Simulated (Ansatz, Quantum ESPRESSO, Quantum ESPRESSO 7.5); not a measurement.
# Complex bands of LiH, rock salt type, lattice constant set to 3.802 Å

How good a tunnel barrier is LiH, rock salt type, lattice constant set to 3.802 Å?

Main program and level: Quantum ESPRESSO 7.5; plane-wave DFT, PBEsol, GBRV ultrasoft pseudopotentials (cross-check by Ansatz 0.2.0 with PAW datasets).

Report form: the programs' logs are mostly left out.

### 1. The starting structure

The structure is cubic, space group Fm-3m (No. 225). Conventional cell: a = 3.802 Å, b = 3.802 Å, c = 3.802 Å, α = 90.00°, β = 90.00°, γ = 90.00°. Nearest to Li lie 6 H at 1.90 Å. H has 6 Li at 1.90 Å nearest. Farther neighbours are not listed.

### 2. Self-consistent run

pwcond needs a cell whose third axis lies along the current and stands perpendicular to the other two.

Input file scf.in:

```
&control
  prefix = 'scf'
  outdir = './out'
  pseudo_dir = './pseudo'
  calculation = 'scf'
  tprnfor = .true.
/
&system
  ibrav = 0
  nat = 4
  ntyp = 2
  ecutwfc = 40
  ecutrho = 200
  occupations = 'fixed'
  nbnd = 8
/
&electrons
  conv_thr = 1e-09
  mixing_beta = 0.6
  electron_maxstep = 120
/
ATOMIC_SPECIES
  Li  6.9400  li_pbesol_v1.4.uspp.F.UPF
  H   1.0080  h_pbesol_v1.4.uspp.F.UPF
CELL_PARAMETERS angstrom
  2.68841998207125 0.00000000000000 0.00000000000000
  0.00000000000000 2.68841998207125 0.00000000000000
  0.00000000000000 0.00000000000000 3.80200000000000
ATOMIC_POSITIONS crystal
  Li  0.000000000000 0.000000000000 0.000000000000
  H   0.500000000000 0.500000000000 0.000000000000
  Li  0.500000000000 0.500000000000 0.500000000000
  H   0.000000000000 0.000000000000 0.500000000000
K_POINTS automatic
  8 8 6 0 0 0
```

Started as:

```bash
$ OMP_NUM_THREADS=1 mpirun -n 2 pw.x -nk 2 -in scf.in > scf.out
```

Elapsed: 5.5 s, on 2 MPI ranks of Arm Neoverse N1, shared host; peak memory 0.11 GiB; 11 s of CPU time.

Numbers from this step:

- free energy: -423.9630 eV
- valence top, on the run's zero: 1.602 eV
- conduction bottom, on the run's zero: 4.193 eV
- gap by band count: 2.591 eV

The run needed 10 iterations to bring the estimated error under 1e-09 Ry.

### 3. Complex band structure

ikind = 0 solves one period of the crystal for all kz, real and complex, at each energy and k across. ewind and epsproj trim the two-dimensional plane-wave basis; nz1 sets the subslabs.

Input file cbs.in:

```
&inputcond
  outdir = './out'
  prefixl = 'scf'
  band_file = 'cbs'
  ikind = 0
  ewind = 4.0
  epsproj = 1e-05
  nz1 = 7
  energy0 = 6.9
  denergy = -0.23
/
4
  0.00000000 0.00000000 1.00000000
  0.50000000 0.00000000 1.00000000
  0.50000000 0.50000000 1.00000000
  0.25000000 0.00000000 1.00000000
40
```

Started as:

```bash
$ OMP_NUM_THREADS=1 mpirun -n 2 pwcond.x -in cbs.in > cbs.out
```

Wall time 18 s (2 MPI ranks); peak memory 0.09 GiB.

This step gave:

* peak of the smallest κ at the zone centre: 0.132 Å⁻¹
* energy of the peak at the zone centre: 1.15 eV
* peak of the smallest κ at (1/2, 1/2): 0.619 Å⁻¹
* peak of the smallest κ at (1/4, 0): 0.276 Å⁻¹

K across = (0, 0) in the cell's reciprocal vectors; values within 0.0025 1/Å of each other count once, columns are sorted by size at each energy, a dash where no further value was kept. Im kz of the slowest decaying states against energy, zero at the highest filled level of the SCF mesh:

| energy (eV) | decay 1 (Å⁻¹) | decay 2 (Å⁻¹) | decay 3 (Å⁻¹) |
| --- | --- | --- | --- |
| -2.07 | 1.90 | 1.95 | 2.10 |
| -1.84 | 1.88 | 1.96 | 2.08 |
| -1.61 | 1.86 | 1.98 | 2.07 |
| -1.38 | 1.85 | 2.02 | 2.06 |
| -1.15 | 1.83 | 2.04 | 2.04 |
| -0.92 | 1.82 | 2.03 | 2.03 |
| -0.69 | 1.80 | 2.01 | 2.02 |
| -0.46 | 1.78 | 2.00 | 2.01 |
| -0.23 | 1.76 | 1.98 | 2.00 |
| 0.00 | 1.75 | 1.97 | 2.00 |
| 0.46 | 0.105 | 1.71 | 1.93 |
| 0.69 | 0.12 | 1.69 | 1.92 |
| 0.92 | 0.129 | 1.68 | 1.90 |
| 1.15 | 0.132 | 1.66 | 1.89 |
| 1.38 | 0.132 | 1.64 | 1.87 |
| 1.61 | 0.127 | 1.62 | 1.85 |
| 1.84 | 0.118 | 1.60 | 1.84 |
| 2.07 | 0.103 | 1.58 | 1.82 |
| 2.30 | 0.081 | 1.56 | 1.80 |
| 2.53 | 0.039 | 1.54 | 1.79 |
| 2.76 | 1.52 | 1.77 | 1.88 |
| 2.99 | 1.50 | 1.75 | 1.87 |
| 3.22 | 1.48 | 1.74 | 1.86 |
| 3.45 | 1.46 | 1.72 | 1.85 |
| 3.68 | 1.44 | 1.70 | 1.84 |
| 3.91 | 1.42 | 1.68 | 1.83 |
| 4.14 | 1.40 | 1.67 | 1.82 |
| 4.37 | 1.38 | 1.65 | 1.81 |
| 4.83 | 1.33 | 1.61 | 1.78 |
| 5.06 | 1.31 | 1.59 | 1.77 |
| 5.29 | 1.28 | 1.57 | 1.76 |
| 5.52 | 1.26 | 1.55 | 1.75 |
| 5.75 | 1.23 | 1.53 | 1.74 |
| 5.98 | 1.21 | 1.51 | 1.73 |
| 6.21 | 1.18 | 1.49 | 1.71 |
| 6.44 | 1.16 | 1.47 | 1.70 |
| 6.67 | 1.13 | 1.45 | 1.69 |
| 6.90 | 1.10 | 1.43 | 1.68 |

K across = (0, 0) in the cell's reciprocal vectors. Re kz of states that move upwards, channel 1 against energy, zero at the highest filled level of the SCF mesh:

| energy (eV) | Re kz of states that move upwards, channel 1 (Å⁻¹) |
| --- | --- |
| -2.07 | -0.371 |
| -1.84 | -0.336 |
| -1.61 | -0.303 |
| -1.38 | -0.269 |
| -1.15 | -0.236 |
| -0.92 | -0.202 |
| -0.69 | -0.167 |
| -0.46 | -0.130 |
| -0.23 | -0.0876 |
| 0.00 | -0.00208 |
| 0.46 | - |
| 0.69 | - |
| 0.92 | - |
| 1.15 | - |
| 1.38 | - |
| 1.61 | - |
| 1.84 | - |
| 2.07 | - |
| 2.30 | - |
| 2.53 | - |
| 2.76 | 0.0665 |
| 2.99 | 0.106 |
| 3.22 | 0.137 |
| 3.45 | 0.164 |
| 3.68 | 0.190 |
| 3.91 | 0.214 |
| 4.14 | 0.237 |
| 4.37 | 0.260 |
| 4.83 | 0.303 |
| 5.06 | 0.324 |
| 5.29 | 0.344 |
| 5.52 | 0.364 |
| 5.75 | 0.384 |
| 5.98 | 0.404 |
| 6.21 | 0.423 |
| 6.44 | 0.442 |
| 6.67 | 0.461 |
| 6.90 | 0.480 |

K across = (1/2, 0) in the cell's reciprocal vectors; values within 0.0025 1/Å of each other count once, columns are sorted by size at each energy, a dash where no further value was kept. Table of Im kz of the slowest decaying states by energy, zero at the highest filled level of the SCF mesh:

| energy (eV) | decay 1 (Å⁻¹) | decay 2 (Å⁻¹) | decay 3 (Å⁻¹) |
| --- | --- | --- | --- |
| -2.07 | 1.23 | 2.23 | 3.16 |
| -1.84 | 1.24 | 2.22 | 3.15 |
| -1.38 | 1.25 | 2.19 | 3.13 |
| -1.15 | 1.25 | 2.17 | 3.12 |
| -0.92 | 1.25 | 2.16 | 3.12 |
| -0.46 | 1.24 | 2.13 | 3.10 |
| -0.23 | 1.15 | 1.32 | 2.12 |
| 0.00 | 1.1 | 1.35 | 2.10 |
| 0.46 | 1.03 | 1.39 | 2.08 |
| 0.69 | 0.996 | 1.40 | 2.06 |
| 0.92 | 0.965 | 1.41 | 2.05 |
| 1.38 | 0.904 | 1.42 | 2.02 |
| 1.61 | 0.873 | 1.43 | 2 |
| 1.84 | 0.842 | 1.43 | 1.99 |
| 2.30 | 0.777 | 1.43 | 1.95 |
| 2.53 | 0.743 | 1.43 | 1.94 |
| 2.99 | 0.672 | 1.43 | 1.91 |
| 3.22 | 0.633 | 1.43 | 1.89 |
| 3.45 | 0.592 | 1.42 | 1.88 |
| 3.91 | 0.502 | 1.42 | 1.84 |
| 4.14 | 0.45 | 1.41 | 1.82 |
| 4.37 | 0.391 | 1.41 | 1.81 |
| 4.83 | 0.232 | 1.40 | 1.77 |
| 5.06 | 0.066 | 1.39 | 1.76 |
| 5.29 | 1.38 | 1.74 | 2.84 |
| 5.75 | 1.37 | 1.70 | 2.82 |
| 5.98 | 1.36 | 1.69 | 2.81 |
| 6.21 | 1.35 | 1.67 | 2.79 |
| 6.67 | 1.34 | 1.63 | 2.77 |
| 6.90 | 1.33 | 1.61 | 2.76 |

K across = (1/2, 1/2) in the cell's reciprocal vectors; values within 0.0025 1/Å of each other count once, columns are sorted by size at each energy, a dash where no further value was kept. The Im kz of the slowest decaying states by energy, zero at the highest filled level of the SCF mesh:

| energy (eV) | decay 1 (Å⁻¹) | decay 2 (Å⁻¹) | decay 3 (Å⁻¹) |
| --- | --- | --- | --- |
| -2.07 | 0.912 | 1.11 | 3.02 |
| -1.61 | 0.818 | 1.06 | 3.00 |
| -1.15 | 0.694 | 0.997 | 2.98 |
| -0.69 | 0.5 | 0.934 | 2.95 |
| -0.46 | 0.318 | 0.901 | 2.94 |
| 0.00 | 0.83 | 2.92 | 3.21 |
| 0.46 | 0.495 | 0.753 | 2.90 |
| 0.92 | 0.619 | 0.667 | 2.88 |
| 1.38 | 0.568 | 0.688 | 2.85 |
| 1.84 | 0.447 | 0.732 | 2.83 |
| 2.30 | 0.279 | 0.761 | 2.81 |
| 2.53 | 0.128 | 0.771 | 2.79 |
| 2.99 | 0.786 | 2.77 | 3.09 |
| 3.45 | 0.794 | 2.75 | 3.07 |
| 3.91 | 0.798 | 2.72 | 3.05 |
| 4.37 | 0.796 | 2.69 | 3.03 |
| 4.83 | 0.791 | 2.67 | 3.01 |
| 5.29 | 0.783 | 2.65 | 2.99 |
| 5.52 | 0.777 | 2.63 | 2.98 |
| 5.98 | 0.764 | 2.61 | 2.96 |
| 6.44 | 0.747 | 2.58 | - |
| 6.90 | 0.728 | 2.55 | 2.92 |

K across = (1/4, 0) in the cell's reciprocal vectors; values within 0.0025 1/Å of each other count once, columns are sorted by size at each energy, a dash where no further value was kept. Im kz of the slowest decaying states against energy, zero at the highest filled level of the SCF mesh:

| energy (eV) | decay 1 (Å⁻¹) | decay 2 (Å⁻¹) | decay 3 (Å⁻¹) |
| --- | --- | --- | --- |
| -2.07 | 1.59 | 1.88 | 1.99 |
| -1.84 | 1.57 | 1.88 | 1.97 |
| -1.61 | 1.55 | 1.87 | 1.96 |
| -1.38 | 1.53 | 1.86 | 1.94 |
| -1.15 | 1.51 | 1.85 | 1.92 |
| -0.92 | 1.49 | 1.84 | 1.91 |
| -0.69 | 1.46 | 1.84 | 1.89 |
| -0.46 | 0.128 | 1.44 | 1.83 |
| -0.23 | 0.174 | 1.42 | 1.82 |
| 0.00 | 0.206 | 1.39 | 1.81 |
| 0.46 | 0.246 | 1.34 | 1.79 |
| 0.69 | 0.258 | 1.32 | 1.78 |
| 0.92 | 0.267 | 1.29 | 1.77 |
| 1.15 | 0.273 | 1.27 | 1.76 |
| 1.38 | 0.276 | 1.24 | 1.74 |
| 1.61 | 0.276 | 1.21 | 1.72 |
| 1.84 | 0.273 | 1.19 | 1.71 |
| 2.07 | 0.268 | 1.16 | 1.69 |
| 2.30 | 0.26 | 1.13 | 1.67 |
| 2.53 | 0.249 | 1.10 | 1.65 |
| 2.76 | 0.235 | 1.07 | 1.63 |
| 2.99 | 0.216 | 1.04 | 1.61 |
| 3.22 | 0.192 | 1.00 | 1.59 |
| 3.45 | 0.159 | 0.97 | 1.57 |
| 3.68 | 0.11 | 0.936 | 1.55 |
| 3.91 | 0.901 | 1.54 | 1.64 |
| 4.14 | 0.866 | 1.52 | 1.63 |
| 4.37 | 0.829 | 1.50 | 1.62 |
| 4.83 | 0.753 | 1.45 | 1.60 |
| 5.06 | 0.713 | 1.43 | 1.58 |
| 5.29 | 0.673 | 1.41 | 1.57 |
| 5.52 | 0.632 | 1.39 | 1.56 |
| 5.75 | 0.591 | 1.37 | 1.55 |
| 5.98 | 0.549 | 1.34 | 1.54 |
| 6.21 | 0.507 | 1.32 | 1.52 |
| 6.44 | 0.464 | 1.30 | 1.51 |
| 6.67 | 0.42 | 1.27 | 1.5 |
| 6.90 | 0.374 | 1.25 | 1.49 |

### 4. Complex bands with pwcond.x, with epsproj = 0.001

A sensitivity test on the input.

cbs.w.in is the input of step 3 with these lines changed:

```diff
@@ -3,6 +3,6 @@
   prefixl = 'scf'
-  band_file = 'cbs'
+  band_file = 'cbs.w'
   ikind = 0
   ewind = 4.0
-  epsproj = 1e-05
+  epsproj = 0.001
   nz1 = 7
```

Started as:

```bash
$ OMP_NUM_THREADS=1 mpirun -n 2 pwcond.x -in cbs.w.in > cbs.w.out
```

It took 8.6 s on 2 MPI ranks; peak memory 0.09 GiB.

The changed values were drawn from a wide range, not chosen for quality; the comparison shows what they did here together.

Beside the run it was changed from:

| quantity | this run | unchanged run | difference |
| --- | --- | --- | --- |
| peak of the smallest κ at the zone centre (Å⁻¹) | 0.132 | 0.132 | 0 |
| peak of the smallest κ at (1/2, 1/2) (Å⁻¹) | 0.62 | 0.619 | 0.0010 |
| wall time (s) | 8.6 | 18 |  |

The physical values in this table move by up to 0.16 %.

### 5. Complex band structure, with nenergy = 0

One more run, with a changed input.

cbs.bad.in is the input of step 3 with these lines changed:

```diff
@@ -3,3 +3,3 @@
   prefixl = 'scf'
-  band_file = 'cbs'
+  band_file = 'cbs.bad'
   ikind = 0
@@ -16,2 +16,2 @@
   0.25000000 0.00000000 1.00000000
-40
+0
```

Started as:

```bash
$ OMP_NUM_THREADS=1 mpirun -n 2 pwcond.x -in cbs.bad.in > cbs.bad.out
```

It took 0.96 s on 2 MPI ranks; peak memory 0.08 GiB.

The run finished, but its numbers are not taken as the system's. The fault: no energies.

### 6. Cross-check with Ansatz

As a check, the same structure is run in Ansatz.

Level of this step: plane-wave DFT, PBEsol, Ansatz PAW (Ansatz 0.2.0).

Input file input.yaml:

```yaml
crystal:
  lattice:
    - [2.6884199821, 0.0, 0.0]
    - [0.0, 2.6884199821, 0.0]
    - [0.0, 0.0, 3.802]
  atoms:
    - { symbol: Li, position: [0.0, 0.0, 0.0] }
    - { symbol: H, position: [0.5, 0.5, 0.0] }
    - { symbol: Li, position: [0.5, 0.5, 0.5] }
    - { symbol: H, position: [0.0, 0.0, 0.5] }
kpoints:
  mp_grid: { grid: [8, 8, 6] }
hamiltonian:
  xc: pbesol
scf:
  occupations: { method: fixed }
  convergence: { dr2_threshold: 1.0e-09 }
output:
  transmission:
    leads: [[0, 0]]
    kpoints: [[0, 0], [0.5, 0], [0.5, 0.5], [0.25, 0]]
    e_range: [-2.07, 6.9]
    de: 0.23
```

Started as:

```bash
$ ansatz run input.yaml --threads 2 --pin off --max-ram 4096MiB --backend cpu --events-out ev --progress --plain --runs-dir out
```

Wall time 4.1 s (2 threads); peak memory 0.27 GiB.

Numbers from this step:

```
free energy                                      : -438.9323 eV
gap by band count                                : 2.585 eV
symmetry operations                              : 32
slowest decay at the grid energy nearest mid-gap : 0.1316 Å⁻¹
peak of the smallest κ at the zone centre        : 0.1322 Å⁻¹
peak of the smallest κ at (1/2, 1/2)             : 0.6189 Å⁻¹
peak of the smallest κ at (1/4, 0)               : 0.2757 Å⁻¹
valence top, on the run's zero                   : 1.725 eV
```

K across = (0, 0) in the cell's reciprocal vectors; values within 0.0025 1/Å of each other count once, columns are sorted by size at each energy, a dash where no further value was kept. The Im kz of the slowest decaying states by energy, zero at the highest filled level of the SCF mesh:

| energy (eV) | decay 1 (Å⁻¹) | decay 2 (Å⁻¹) |
| --- | --- | --- |
| -2.07 | - | - |
| -1.61 | - | - |
| -1.15 | - | - |
| -0.69 | - | - |
| -0.46 | - | - |
| 0.00 | 0.00731 | - |
| 0.46 | 0.105 | - |
| 0.92 | 0.128 | - |
| 1.38 | 0.132 | - |
| 1.84 | 0.118 | - |
| 2.30 | 0.0800 | - |
| 2.53 | 0.0363 | - |
| 2.99 | - | - |
| 3.45 | 1.46 | - |
| 3.91 | 1.42 | - |
| 4.37 | 1.37 | - |
| 4.83 | 1.33 | - |
| 5.29 | 1.28 | - |
| 5.52 | 1.26 | - |
| 5.98 | 1.21 | - |
| 6.44 | 1.16 | 1.47 |
| 6.90 | 1.10 | 1.43 |

K across = (0, 0) in the cell's reciprocal vectors. The Re kz of states that move upwards, channel 1 by energy, zero at the highest filled level of the SCF mesh:

| energy (eV) | Re kz of states that move upwards, channel 1 (Å⁻¹) |
| --- | --- |
| -2.07 | -0.370 |
| -1.84 | -0.336 |
| -1.38 | -0.268 |
| -1.15 | -0.235 |
| -0.92 | -0.201 |
| -0.46 | -0.130 |
| -0.23 | -0.0871 |
| 0.00 | - |
| 0.46 | - |
| 0.69 | - |
| 0.92 | - |
| 1.38 | - |
| 1.61 | - |
| 1.84 | - |
| 2.30 | - |
| 2.53 | - |
| 2.99 | 0.107 |
| 3.22 | 0.138 |
| 3.45 | 0.165 |
| 3.91 | 0.215 |
| 4.14 | 0.238 |
| 4.37 | 0.260 |
| 4.83 | 0.303 |
| 5.06 | 0.324 |
| 5.29 | 0.345 |
| 5.75 | 0.385 |
| 5.98 | 0.404 |
| 6.21 | 0.424 |
| 6.67 | 0.462 |
| 6.90 | 0.480 |

K across = (1/2, 0) in the cell's reciprocal vectors; values within 0.0025 1/Å of each other count once, columns are sorted by size at each energy, a dash where no further value was kept. The Im kz of the slowest decaying states by energy, zero at the highest filled level of the SCF mesh:

| energy (eV) | decay 1 (Å⁻¹) | decay 2 (Å⁻¹) |
| --- | --- | --- |
| -2.07 | 1.23 | - |
| -1.84 | 1.24 | - |
| -1.61 | 1.25 | - |
| -1.38 | 1.25 | - |
| -1.15 | 1.25 | - |
| -0.92 | 1.25 | - |
| -0.69 | 1.24 | - |
| -0.46 | 1.24 | - |
| -0.23 | 1.15 | 1.31 |
| 0.00 | 1.10 | 1.35 |
| 0.46 | 1.03 | 1.38 |
| 0.69 | 0.998 | 1.40 |
| 0.92 | 0.966 | 1.41 |
| 1.15 | 0.935 | 1.41 |
| 1.38 | 0.905 | 1.42 |
| 1.61 | 0.874 | 1.42 |
| 1.84 | 0.842 | 1.43 |
| 2.07 | 0.810 | 1.43 |
| 2.30 | 0.778 | 1.43 |
| 2.53 | 0.744 | 1.43 |
| 2.76 | 0.709 | 1.43 |
| 2.99 | 0.672 | 1.43 |
| 3.22 | 0.633 | 1.42 |
| 3.45 | 0.593 | 1.42 |
| 3.68 | 0.549 | 1.42 |
| 3.91 | 0.502 | 1.41 |
| 4.14 | 0.449 | 1.41 |
| 4.37 | 0.390 | 1.41 |
| 4.83 | 0.231 | 1.40 |
| 5.06 | 0.0604 | 1.39 |
| 5.29 | 1.38 | - |
| 5.52 | 1.38 | - |
| 5.75 | 1.37 | - |
| 5.98 | 1.36 | - |
| 6.21 | 1.35 | - |
| 6.44 | 1.34 | - |
| 6.67 | 1.34 | - |
| 6.90 | 1.33 | - |

K across = (1/2, 1/2) in the cell's reciprocal vectors; values within 0.0025 1/Å of each other count once, columns are sorted by size at each energy, a dash where no further value was kept. Im kz of the slowest decaying states against energy, zero at the highest filled level of the SCF mesh:

| energy (eV) | decay 1 (Å⁻¹) | decay 2 (Å⁻¹) |
| --- | --- | --- |
| -2.07 | 0.911 | 1.11 |
| -1.84 | 0.866 | 1.08 |
| -1.61 | 0.816 | 1.06 |
| -1.38 | 0.760 | 1.03 |
| -1.15 | 0.693 | 0.996 |
| -0.92 | 0.610 | 0.965 |
| -0.69 | 0.499 | 0.933 |
| -0.46 | 0.315 | 0.899 |
| -0.23 | 0.865 | - |
| 0.00 | 0.0303 | 0.829 |
| 0.46 | 0.495 | 0.752 |
| 0.69 | 0.568 | 0.710 |
| 0.92 | 0.619 | 0.665 |
| 1.15 | 0.618 | 0.658 |
| 1.38 | 0.566 | 0.688 |
| 1.61 | 0.509 | 0.712 |
| 1.84 | 0.445 | 0.732 |
| 2.07 | 0.370 | 0.747 |
| 2.30 | 0.275 | 0.760 |
| 2.53 | 0.120 | 0.771 |
| 2.76 | 0.779 | - |
| 2.99 | 0.786 | - |
| 3.22 | 0.790 | - |
| 3.45 | 0.794 | - |
| 3.68 | 0.796 | - |
| 3.91 | 0.797 | - |
| 4.14 | 0.797 | - |
| 4.37 | 0.796 | - |
| 4.83 | 0.791 | - |
| 5.06 | 0.787 | - |
| 5.29 | 0.782 | - |
| 5.52 | 0.776 | - |
| 5.75 | 0.770 | - |
| 5.98 | 0.763 | - |
| 6.21 | 0.755 | - |
| 6.44 | 0.747 | - |
| 6.67 | 0.737 | - |
| 6.90 | 0.727 | - |

K across = (1/4, 0) in the cell's reciprocal vectors; values within 0.0025 1/Å of each other count once, columns are sorted by size at each energy, a dash where no further value was kept. Table of Im kz of the slowest decaying states by energy, zero at the highest filled level of the SCF mesh:

| energy (eV) | decay 1 (Å⁻¹) | decay 2 (Å⁻¹) | decay 3 (Å⁻¹) |
| --- | --- | --- | --- |
| -2.07 | - | - | - |
| -1.61 | - | - | - |
| -1.15 | - | - | - |
| -0.69 | 0.0121 | 1.46 | - |
| -0.46 | 0.128 | 1.44 | - |
| 0.00 | 0.206 | 1.39 | - |
| 0.46 | 0.246 | 1.34 | - |
| 0.92 | 0.267 | 1.29 | - |
| 1.38 | 0.276 | 1.24 | - |
| 1.84 | 0.273 | 1.18 | - |
| 2.30 | 0.260 | 1.13 | - |
| 2.53 | 0.249 | 1.10 | - |
| 2.99 | 0.215 | 1.03 | - |
| 3.45 | 0.158 | 0.970 | - |
| 3.91 | 0.901 | - | - |
| 4.37 | 0.828 | 1.49 | - |
| 4.83 | 0.752 | 1.45 | - |
| 5.29 | 0.672 | 1.41 | - |
| 5.52 | 0.632 | 1.39 | - |
| 5.98 | 0.548 | 1.34 | - |
| 6.44 | 0.463 | 1.30 | - |
| 6.90 | 0.373 | 1.25 | 1.49 |

### 7. The arithmetic

T falls as exp(−2κd). With κ = 0.132 1/Å, 10 Å of barrier pass exp(−2 × 0.132 × 10) = 0.071 of that channel, interfaces aside.

### 8. Outcome

```
gap on the SCF mesh                                                  : 2.59 eV
smallest κ at mid-gap among the four k points, at the zone centre    : 0.132 Å⁻¹
peak of the smallest κ in the stop band at the zone centre           : 0.132 Å⁻¹
peak of the smallest κ in the stop band at (1/2, 1/2)                : 0.619 Å⁻¹
peak of the smallest κ in the stop band at (1/4, 0)                  : 0.276 Å⁻¹
energy of the peak at the zone centre, over the highest filled level : 1.15 eV
peak at the zone centre by Ansatz                                    : 0.132 Å⁻¹
```

With a gap of 2.59 eV on the mesh, the smallest κ at mid-gap among the four k points, at the zone centre is 0.132 Å⁻¹ (PBEsol, GBRV ultrasoft). For a barrier with the Fermi level at mid-gap the slowest state found, at the zone centre, loses a factor of ten in probability every 8.7 Å or so. Stop bands away from the zone centre are mostly wider than the gap, so their peaks can lie above the conduction bottom. At the zone centre pwcond's peak is 0.132 and Ansatz's 0.132 1/Å, 0 % apart. The cell is the a/√2 one, turned by 45°, with two primitive cells, so X along [001] folds onto kz = 0. A semilocal gap is too small, often by a third to a half and by more in narrow-gap crystals, so real barriers decay faster.

[Logs are printed without paths, hosts, clocks, repeated set-up lines and the standing remarks that a program may print on its own settings, such as how far it seeks lower states.]

[Hosts, paths, dates, database ids (printed as entryN), source tags and the programs' standing remarks are cut or masked in the printed files.]

[Maps of the electrostatic potential energy from Ansatz leave out the sawtooth potential of an applied field or a dipole correction, so their vacuum need not be flat; planar profiles and work functions include it.]
